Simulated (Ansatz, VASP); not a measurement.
# Se in VASP and in Ansatz

```
Se
1.0
     3.34692    0.00000    0.00000
    -1.67346    2.89851    0.00000
     0.00000    0.00000    2.45578
Se
1
Direct
  0.00000 0.00000 0.00000
```

Alike in both runs: functional PBE; k mesh 6 × 6 × 6; occupations gaussian, width 0.1 eV; no spin polarisation.

Ansatz relaxed the structure, and its values are those at the end. VASP's run is a single point on that final structure, the one shown.

```csv
,VASP,Ansatz
version,VASP 6.6.1,Ansatz 0.2.0
potentials or method,"VASP PAW PBE potentials, release 64 (Se)","scalar-relativistic, plane waves, PAW"
plane-wave cutoff (eV),520,420
valence electrons in the cell,6,16
```

```tsv
	VASP	Ansatz	Ansatz less VASP
gap on the k mesh at the Fermi level (eV)	none	none	-
pressure (GPa)	0.2	0.1	-0.05
```

A gap of «none» marks a metal or a gap that the smearing closes. With one functional, cell and mesh, what is left measures potentials, basis and numerics. The two sets of potentials don't hold the same shells in valence.

Caveats: the k mesh is coarse (spacing up to 0.43 Å⁻¹), so the values aren't converged.
